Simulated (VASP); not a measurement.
# P (R-3m) in VASP: notebook

The runs below take P through relaxation of cell and atoms, vibrations by finite differences, with PBEsol+D3(BJ).

Program: VASP 6.6.1. These are calculated values, not measurements. Logs are shortened: lines on timing, memory, paths and dates and some standing lists are left out, and cuts for length are marked.

### Step 1. The structure

Symmetry: R-3m, No. 166, trigonal system. The conventional cell has a = 3.451 Å, b = 3.451 Å, c = 9.389 Å, α = 90.00°, β = 90.00°, γ = 120.00°. Around P (site symmetry 3m) lie 3 P at 2.29 Å.

This isn't the form of P at room conditions, which is orthorhombic.

### Step 2. Relaxation of cell and atoms, PBEsol+D3(BJ), target pressure 6 GPa, at which the enthalpy is minimised

The input, INCAR:

```
ALGO = Fast
EDIFF = 1E-7
EDIFFG = -0.002
ENCUT = 520
GGA = PS
IBRION = 2
ISIF = 3
ISMEAR = 0
IVDW = 12
LASPH = True
LCHARG = False
LREAL = False
LWAVE = False
NELM = 60
NSW = 80
PREC = Accurate
PSTRESS = 60.0
SIGMA = 0.02
```

The input, KPOINTS:

```
k-points
0
Gamma
  3 3 3
```

The input, POSCAR:

```
P
1.0
    1.7257251800      0.9963479000      3.1296800100
   -1.7257251800      0.9963479000      3.1296800100
    0.0000000000     -1.9926957900      3.1296800100
P
2
Direct
    0.2270802500      0.2270802500      0.2270802500
    0.7729197500      0.7729197500      0.7729197500
```

Potentials or basis: VASP PAW PBE potentials, release 64 (P).

The run is started by

```console
cat potpaw_PBE.64/P/POTCAR > POTCAR
mpirun -np 1 vasp_std > vasp.out
```

OUTCAR:

```text
EDIFF = 1E-7
   EDIFFG = -0.002
   ENCUT = 520
   GGA = PS
   IBRION = 2
   ISIF = 3
   ISMEAR = 0
   IVDW = 12
   LASPH = True
   LREAL = False
   NELM = 60
   NSW = 80
   PREC = Accurate
   PSTRESS = 60.0
 IVDW          = 12

 ion  position               nearest neighbor table
   1  0.227  0.227  0.227-   2 2.29   2 2.29   2 2.29   2 2.82   2 2.82   2 2.82
   2  0.773  0.773  0.773-   1 2.29   1 2.29   1 2.29   1 2.82   1 2.82   1 2.82

  LATTYP: Found a trigonal (rhomboedric) cell.
 ALAT       =     3.7102201417
 COS(alpha) =     0.5673129373

  Lattice vectors:

 A1 = (   1.7257251800,   0.9963479000,   3.1296800100)
 A2 = (  -1.7257251800,   0.9963479000,   3.1296800100)
 A3 = (   0.0000000000,  -1.9926957900,   3.1296800100)

Analysis of symmetry for initial positions (statically):
=====================================================================
 Subroutine PRICEL returns:
 Original cell was already a primitive cell.

 Routine SETGRP: Setting up the symmetry group for a
 trigonal (rhombohedral) supercell.

 Subroutine GETGRP returns: Found 12 space group operations
 (whereof 12 operations were pure point group operations)
 out of a pool of 12 trial point group operations.

The static configuration has the point symmetry D_3d.

Analysis of symmetry for dynamics (positions and initial velocities):
=====================================================================
 Subroutine PRICEL returns:
 Original cell was already a primitive cell.

 Routine SETGRP: Setting up the symmetry group for a
 trigonal (rhombohedral) supercell.

 Subroutine GETGRP returns: Found 12 space group operations
 (whereof 12 operations were pure point group operations)
 out of a pool of 12 trial point group operations.

The dynamic configuration has the point symmetry D_3d.

 Subroutine INISYM returns: Found 12 space group operations
 (whereof 12 operations are pure point group operations),
 and found     1 'primitive' translations

----------------------------------------------------------------------------------------

                                     Primitive cell

  volume of cell :      32.2875

  direct lattice vectors                    reciprocal lattice vectors
     1.725725180  0.996347900  3.129680010     0.289733270  0.167277582  0.106507161
    -1.725725180  0.996347900  3.129680010    -0.289733270  0.167277582  0.106507161
     0.000000000 -1.992695790  3.129680010     0.000000000 -0.334555163  0.106507162

  length of vectors
     3.710220142  3.710220142  3.710220139     0.351099605  0.351099605  0.351099605

  position of ions in fractional coordinates (direct lattice)
     0.227080250  0.227080250  0.227080250
     0.772919750  0.772919750  0.772919750

  ion indices of the primitive-cell ions
   primitive index   ion index
                 1           1
                 2           2

----------------------------------------------------------------------------------------

 KPOINTS: k-points

Automatic generation of k-mesh.
 Grid dimensions read from file:
 generate k-points for:    3    3    3

 Generating k-lattice:

  Cartesian coordinates                     Fractional coordinates (reciprocal lattice)
     0.096577757  0.055759194  0.035502387     0.333333333  0.000000000  0.000000000
    -0.096577757  0.055759194  0.035502387     0.000000000  0.333333333  0.000000000
     0.000000000 -0.111518388  0.035502387     0.000000000  0.000000000  0.333333333

  Length of vectors
     0.117033202  0.117033202  0.117033202

  Shift w.r.t. Gamma in fractional coordinates (k-lattice)
     0.000000000  0.000000000  0.000000000

 Subroutine IBZKPT returns following result:
 ===========================================

 Found      6 irreducible k-points:

 Following reciprocal coordinates:
            Coordinates               Weight
  0.000000  0.000000  0.000000      1.000000
  0.333333  0.000000 -0.000000      6.000000
  0.333333  0.333333 -0.000000      6.000000
 -0.333333  0.333333  0.000000      6.000000
  0.333333  0.333333  0.333333      2.000000
 -0.333333  0.333333  0.333333      6.000000
   k-points           NKPTS =      6   k-points in BZ     NKDIM =      6   number of bands    NBANDS=      9
   number of dos      NEDOS =    301   number of ions     NIONS =      2
   total plane-waves  NPLWV =  21952
   dimension x,y,z NGX =    28 NGY =   28 NGZ =   28
   dimension x,y,z NGXF=    56 NGYF=   56 NGZF=   56
   ions per type =               2
   NGX,Y,Z   is equivalent  to a cutoff of  12.55, 12.55, 12.55 a.u.
   NGXF,Y,Z  is equivalent  to a cutoff of  25.09, 25.09, 25.09 a.u.
 SYSTEM =  unknown system
   PREC   = accura    normal or accurate (medium, high low for compatibility)
   ISTART =      0    job   : 0-new  1-cont  2-samecut
   ICHARG =      2    charge: 1-file 2-atom 10-const
   ISPIN  =      1    spin polarized calculation?
   LNONCOLLINEAR =      F non collinear calculations
   LSORBIT =      F    spin-orbit coupling
   LASPH  =      T    aspherical Exc in radial PAW
   ENCUT  =  520.0 eV  38.22 Ry    6.18 a.u.   6.90  6.90  6.90*2*pi/ulx,y,z
   NELM   =     60;   NELMIN=  2; NELMDL= -5     # of ELM steps
   EDIFF  = 0.1E-06   stopping-criterion for ELM
   LREAL  =      F    real-space projection
   EDIFFG = -.2E-02   stopping-criterion for IOM
   NSW    =     80    number of steps for IOM
   IBRION =      2    ionic relax: 0-MD 1-quasi-New 2-CG
   NFREE  =      1    steps in history (QN), initial steepest desc. (CG)
   ISIF   =      3    stress and relaxation
   ISYM   =      2    0-nonsym 1-usesym 2-fastsym
   POTIM  = 0.5000    time-step for ionic-motion
   TEBEG  =    0.0;   TEEND  =   0.0 temperature during run
   PSTRESS=   60.0 pullay stress
   NELECT =      10.0000    total number of electrons
   NUPDOWN=      -1.0000    fix difference up-down
   EMIN   =  10.00;   EMAX   =-10.00  energy-range for DOS
   EFERMI =   0.00;   METHOD = LEGACY
   ISMEAR =     0;   SIGMA  =   0.02  broadening in eV -4-tet -1-fermi 0-gaus
   EFERMI_NEDOS =   21; number of points for ismear=-14 and -15
   IALGO  =     68    algorithm
   IMIX   =      4    mixing-type and parameters
     AMIX     =   0.40;   BMIX     =  1.00
     AMIX_MAG =   1.60;   BMIX_MAG =  1.00
  volume/ion in A,a.u.               =      16.14       108.94
  Fermi-wavevector in a.u.,A,eV,Ry     =   1.107636  2.093128 16.692396  1.226857
  Thomas-Fermi vector in A             =   2.244152
   LORBIT       =      0    0 simple, 1 ext, 2 COOP (PROOUT), +10 PAW based schemes
   GGA     = PS    functional components
   LHFCALC =     F    Hartree Fock is set to
   AEXX    =    0.0000 exact exchange contribution
   IVDW    =    12    specifies the selected vdW correction
   LEPSILON=     F    determine dielectric tensor
   LRPA    =     F    only Hartree local field effects (RPA)
 conjugate gradient relaxation of ions
 non-spin polarized calculation
 RMM-DIIS sequential band-by-band and
 Gauss-broadening in eV      SIGMA  =   0.02
  energy-cutoff  :      520.00
  volume of cell :       32.29
 maximum number of plane-waves:       875
   NGX = 13   NGY = 13   NGZ = 13

--------------------------------------- Ionic step        1  -------------------------------------------

 number of electron      10.0000000 magnetization

 Free energy of the ion-electron system (eV)
  ---------------------------------------------------
  ext. energy  EPLUGINS =         0.00000000
  ---------------------------------------------------
  free energy    TOTEN  =       -11.50118881 eV

  energy without entropy =      -11.50118881  energy(sigma->0) =      -11.50118881

------------------------ aborting loop because EDIFF is reached ----------------------------------------

 Edisp (eV)   -0.70006

 E8    (eV) :    -0.4152

  FORCE on cell =-STRESS in cart. coord.  units (eV):
  Direction    XX          YY          ZZ          XY          YZ          ZX
  --------------------------------------------------------------------------------------
  -------------------------------------------------------------------------------------
  Total       0.67830     0.67830    -1.12240     0.00000    -0.00000    -0.00000
  in kB      33.65871    33.65871   -55.69591     0.00000    -0.00000    -0.00000
  external pressure =      -56.13 kB  Pullay stress =       60.00 kB
[... 101 lines left out ...]
  FREE ENERGIE OF THE ION-ELECTRON SYSTEM (eV)
  ---------------------------------------------------
  free  energy   TOTEN  =       -12.1832957092 eV

  energy  without entropy=      -12.1809455608  energy(sigma->0) =      -12.18212064

  enthalpy is  TOTEN    =       -11.0615838683 eV   P V=        1.1217118409

 E-fermi :   9.9248     XC(G=0): -11.2223

 val. band max:        9.2045693699   @ k =   0.3333   0.0000  -0.0000
 cond. band min:       9.9308496589   @ k =   0.3333   0.3333  -0.0000
 fundamental gap:      0.7262802890
 Fermi energy:         9.9247571097

 k-point     1 :       0.0000    0.0000    0.0000
  band No.  band energies     occupation
      1      -7.3341      2.00000
      2       6.6730      2.00000
      3       6.6730      2.00000
      4       7.2240      2.00000
      5       7.2446      2.00000
      6      11.1646      0.00000
      7      12.5073      0.00000
      8      12.5073      0.00000
      9      15.7679      0.00000
[... 49 lines left out ...]
 k-point     6 :      -0.3333    0.3333    0.3333
  band No.  band energies     occupation
      1      -3.6776      2.00000
      2      -0.6812      2.00000
      3       1.7167      2.00000
      4       4.8870      2.00000
      5       7.1096      2.00000
      6      12.6059      0.00000
      7      12.6161      0.00000
      8      16.7709      0.00000
      9      17.2829      0.00000

[... ionic steps 4 to 12 ...]

--------------------------------------- Ionic step       13  -------------------------------------------

 number of electron      10.0000000 magnetization

------------------------ aborting loop because EDIFF is reached ----------------------------------------

 Edisp (eV)   -0.78772

 E8    (eV) :    -0.4673
[... 73 lines left out ...]
  enthalpy is  TOTEN    =       -11.0878711875 eV   P V=        1.0769670633

--------------------------------------- Ionic step       15  -------------------------------------------

 number of electron      10.0000000 magnetization

 Free energy of the ion-electron system (eV)
  ---------------------------------------------------
  ext. energy  EPLUGINS =         0.00000000
  ---------------------------------------------------
  free energy    TOTEN  =       -11.37703342 eV

  energy without entropy =      -11.37474805  energy(sigma->0) =      -11.37589074

 E-fermi :  10.4977     XC(G=0): -11.3870

 val. band max:        9.7263781058   @ k =   0.3333   0.0000  -0.0000
 cond. band min:      10.5038317738   @ k =   0.3333   0.3333  -0.0000
 fundamental gap:      0.7774536680
 Fermi energy:        10.4977403699

 k-point     1 :       0.0000    0.0000    0.0000
  band No.  band energies     occupation
      1      -7.1298      2.00000
      2       7.2116      2.00000
      3       7.4467      2.00000
      4       7.4467      2.00000
      5       7.8805      2.00000
      6      12.0590      0.00000
      7      13.2757      0.00000
      8      13.2757      0.00000
      9      16.2468      0.00000
[... 91 lines left out ...]
  FREE ENERGIE OF THE ION-ELECTRON SYSTEM (eV)
  ---------------------------------------------------
  free  energy   TOTEN  =       -12.1649133011 eV

  energy  without entropy=      -12.1626279334  energy(sigma->0) =      -12.16377062

  enthalpy is  TOTEN    =       -11.0878714189 eV   P V=        1.0770418822

 reached required accuracy - stopping structural energy minimisation
```

Run time: 31 s. Hardware: 1 thread of AMD EPYC 7R13 (Zen 3), shared host; peak memory 0.12 GiB.

What came out:

```yaml
Free_energy: -12.1649 eV
Relaxed_volume: 14.38 Å³/atom
Relaxed_cell: a = 3.546 Å, b = 3.546 Å, c = 3.546 Å, α = 56.21°, β = 56.21°, γ = 56.21°
Space_group_after_relaxing_to_0.05_Å: R-3m (No. 166)
Energy_change_on_relaxing_the_enthalpy_is_what_falls: +18.2 meV/atom
Ionic_steps: 15
Pressure_after_relaxing: 6.0 GPa
Band_gap_on_the_k_mesh: none (metal or under the smearing width)
Dispersion_energy_per_atom: -0.394 eV
```

Step by step:
```tsv
step	energy change (eV)	largest force (eV/Å)	pressure (GPa)	volume (Å³)
1	0.0000	0.5462	0.39	32.29
2	0.0275	0.3135	3.61	29.70
3	0.0180	0.2042	2.49	29.95
4	0.0226	0.2598	3.02	29.82
5	0.0947	0.6947	12.12	28.01
6	0.0429	0.4390	6.96	28.98
7	0.0321	0.0719	5.95	28.88
8	0.0324	0.0158	5.79	28.87
9	0.0325	0.0072	5.76	28.87
10	0.0356	0.0098	6.04	28.78
11	0.0364	0.0104	6.10	28.76
12	0.0360	0.0093	5.94	28.77
13	0.0361	0.0049	5.98	28.77
14	0.0364	0.0011	6.02	28.76
15	0.0363	0.0008	6.01	28.76
```

Final structure:
```yaml
crystal:
  lattice:
    - [1.67046, 0.96444, 2.97528]
    - [-1.67046, 0.96444, 2.97528]
    - [0.00000, -1.92888, 2.97528]
  atoms:
    - { symbol: P, position: [0.22757, 0.22757, 0.22757] }
    - { symbol: P, position: [0.77243, 0.77243, 0.77243] }
```

Levels at points of the mesh, in eV from the Fermi level:
```tsv
k point	band 2	band 3	band 4	band 5	band 6	band 7	band 8	band 9
(0.00, 0.00, 0.00)	-3.29	-3.05	-3.05	-2.62	1.56	2.78	2.78	5.75
```

Caveat: the k mesh is coarse (spacing up to 0.74 Å⁻¹), so the values aren't converged; the cell is relaxed towards a set pressure, so the enthalpy falls and the energy may rise; the PAW data sets were made with another functional, which shifts forces and pressure a little; pairwise dispersion overbinds metals, which lowers pressure and volume.

### Step 3. Relaxation of cell and atoms, PBEsol+D3(BJ), target pressure 6 GPa, at which the enthalpy is minimised

This run uses another cell than the first one, of 14.38 Å³/atom, 0.891 times its volume.

INCAR is that of step 2.

KPOINTS is that of step 2.

The input, POSCAR:

```
P                                       
1.0
    1.6704634155      0.9644425055      2.9752767169
   -1.6704634155      0.9644425055      2.9752767169
    0.0000000000     -1.9288850003      2.9752767166
  P             
     2
Direct
     0.2275706699984663    0.2275706699984663    0.2275706699984984
     0.7724293300015337    0.7724293300015337    0.7724293300015018
```

Potentials or basis: VASP PAW PBE potentials, release 64 (P).

The run is started by

```console
cat potpaw_PBE.64/P/POTCAR > POTCAR
mpirun -np 1 vasp_std > vasp.out
```

Wall time 4.7 s (1 thread of AMD EPYC 7R13 (Zen 3), shared host); peak memory 0.12 GiB.

Results (log left out):

| Item | Value |
| --- | --- |
| Free energy | -12.1641 eV |
| Pressure after relaxing | 6.0 GPa |
| Band gap on the k mesh | none (metal or under the smearing width) |
| Dispersion energy per atom | -0.394 eV |

Final structure:
```
P
1.0
     1.67046    0.96444    2.97528
    -1.67046    0.96444    2.97528
     0.00000   -1.92888    2.97528
P
2
Direct
  0.22757 0.22757 0.22757
  0.77243 0.77243 0.77243
```

Levels at points of the mesh, in eV from the Fermi level:
```tsv
k point	band 3	band 4	band 5	band 6	band 7	band 8
(0.00, 0.00, 0.00)	-3.05	-3.05	-2.62	1.56	2.78	2.78
```

Caveat: the k mesh is coarse (spacing up to 0.76 Å⁻¹), so the values aren't converged; the relaxation stopped at its first step, so nothing moved; the cell is relaxed towards a set pressure, so the enthalpy falls and the energy may rise; the PAW data sets were made with another functional, which shifts forces and pressure a little; pairwise dispersion overbinds metals, which lowers pressure and volume.

### Step 4. Vibrations by finite differences, PBEsol+D3(BJ)

This run uses another cell than the first one, of 14.38 Å³/atom, 0.891 times its volume.

The input, INCAR:

```
ALGO = Fast
EDIFF = 1E-8
ENCUT = 520
GGA = PS
IBRION = 6
ISIF = 2
ISMEAR = 0
IVDW = 12
LASPH = True
LCHARG = False
LREAL = False
LWAVE = False
NBANDS = 12
NELM = 60
NFREE = 2
NSW = 1
POTIM = 0.015
PREC = Accurate
SIGMA = 0.02
```

KPOINTS is that of step 3.

The input, POSCAR:

```
P                                       
1.0
    1.6704634155      0.9644425055      2.9752767169
   -1.6704634155      0.9644425055      2.9752767169
    0.0000000000     -1.9288850003      2.9752767166
  P             
     2
Direct
     0.2275706699984639    0.2275706699984639    0.2275706699984994
     0.7724293300015361    0.7724293300015361    0.7724293300015006
```

The run is started by

```console
cat potpaw_PBE.64/P/POTCAR > POTCAR
mpirun -np 1 vasp_std > vasp.out
```

It took 17 s on 1 thread of AMD EPYC 7R13 (Zen 3), shared host; peak memory 0.12 GiB.

Results (log left out):

* Highest phonon frequency at Γ: 416 cm⁻¹
* Most unstable mode: 327i cm⁻¹
* Dispersion energy per atom: -0.394 eV

Phonon frequencies in cm⁻¹ (negative: imaginary):
| q point | frequencies |
| --- | --- |
| (0.000, 0.000, 0.000) | -327 -327 0 0 0 416 |

Caveat: the k mesh is coarse (spacing up to 0.76 Å⁻¹), so the values aren't converged; some modes are imaginary; the PAW data sets were made with another functional, which shifts forces and pressure a little; pairwise dispersion overbinds metals, which lowers pressure and volume.
